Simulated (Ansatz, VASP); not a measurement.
**Si in VASP and in Ansatz**

```xyz
2
Lattice="0.0000 2.0860 2.0860 2.0860 0.0000 2.0860 2.0860 2.0860 0.0000" Properties=species:S:1:pos:R:3 pbc="T T T"
Si   -0.5215   -0.5215   -0.5215
Si    0.5215    0.5215    0.5215
```

Change from the starting cell: volume scaled by 0.45, PAW files, partial_waves polarizable.

Alike in both runs: task single point; functional r2SCAN; k mesh 13 × 13 × 13; occupations fermi-dirac, width 0.08 eV; no spin polarisation.

|  | VASP | Ansatz |
| --- | --- | --- |
| version | VASP 6.6.1 | Ansatz 0.2.0 |
| potentials or method | VASP PAW PBE potentials, release 64 (Si) | PAW with Ansatz's default frozen-core files, scalar-relativistic |
| plane-wave cutoff (eV) | 520 | 500 |
| valence electrons in the cell | 8 | 8 |

Ansatz gave:

| Quantity | Value |
| --- | --- |
| pressure (GPa) | 344.8 |

Problem. What did VASP give for the same quantities?

Solution. Pressure (GPa): 344.3.

Caveats: the cell as given lies far from equilibrium; so large a pressure means that the cell lies far from this level's equilibrium, or that cutoff or potentials fall short (VASP); the potentials were made for another functional, which shifts forces and pressure (VASP).
